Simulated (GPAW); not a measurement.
Wanted: an ASE script for a GPAW 26.7.0 run.

```yaml
Task: relaxation of cell and atoms
Functional: LDA
Potentials_or_basis: the program's PAW data sets (release 1.2.1) made for this functional
Cutoff: 600 eV
Basis: pw
k_mesh: 11 × 11 × 11
Occupations: fermi-dirac, width 0.05 eV
Spin: no spin polarisation
Target_pressure: 20 GPa
Maxiter: 150
Optimizer: BFGS
Fmax: 0.02 eV/Å
Max_steps: 60
Target_pressure: 20 GPa
Convergence: density=1e-05 forces=0.0001
```

The structure of W lies in W.xyz:

```xyz
1
Lattice="0.0000000000 2.0300000000 2.0300000000 2.0300000000 0.0000000000 2.0300000000 2.0300000000 2.0300000000 0.0000000000" Properties=species:S:1:pos:R:3 pbc="T T T"
W      0.0000000000      0.0000000000      0.0000000000
```

This isn't the form of W at room conditions, which is bcc.

These files were run (other wordings do the same):

run.py

```python
from ase.filters import FrechetCellFilter
from ase.io import read, write
from ase.optimize import BFGS
from ase.units import GPa
from gpaw import GPAW, PW

atoms = read('W.xyz')

calc = GPAW(mode=PW(600),
            xc='LDA',
            kpts={'size': (11, 11, 11), 'gamma': True},
            occupations={'name': 'fermi-dirac', 'width': 0.05},
            nbands=16,
            convergence={'density': 1e-05, 'forces': 0.0001},
            maxiter=150,
            txt='gpaw.txt')
atoms.calc = calc
opt = BFGS(FrechetCellFilter(atoms, scalar_pressure=20 * GPa), trajectory='relax.traj', logfile='-')
done = opt.run(fmax=0.02, steps=60)
calc.write('gs.gpw')
write('result.traj', atoms)
print('Converged:', done)
print('Cell:', atoms.cell.cellpar().round(4))
print('Volume:', round(atoms.get_volume(), 4))
print(atoms.get_scaled_positions().round(5))
```

Potentials or basis: the program's PAW data sets (release 1.2.1) made for this functional, pw.

Launch:

```console
$ OMP_NUM_THREADS=1 python run.py
```

Results of the run:

```json
{"Relaxed volume": "14.81 Å³/atom", "Relaxed cell": "a = 2.756 Å, b = 2.756 Å, c = 2.756 Å, α = 60.00°, β = 60.00°, γ = 60.00°", "Space group after relaxing (to 0.05 Å)": "Fm-3m (No. 225)", "Energy change on relaxing (the enthalpy is what falls)": "-13.2 meV/atom", "Ionic steps": "4", "Pressure after relaxing": "19.9 GPa", "Band gap on the k mesh": "none (metal or under the smearing width)"}
```

Caveat: later steps reuse the first step's grids.

Wall time 25 s on 1 thread of Arm Neoverse V2, with other jobs on the host, peak memory 0.16 GiB.
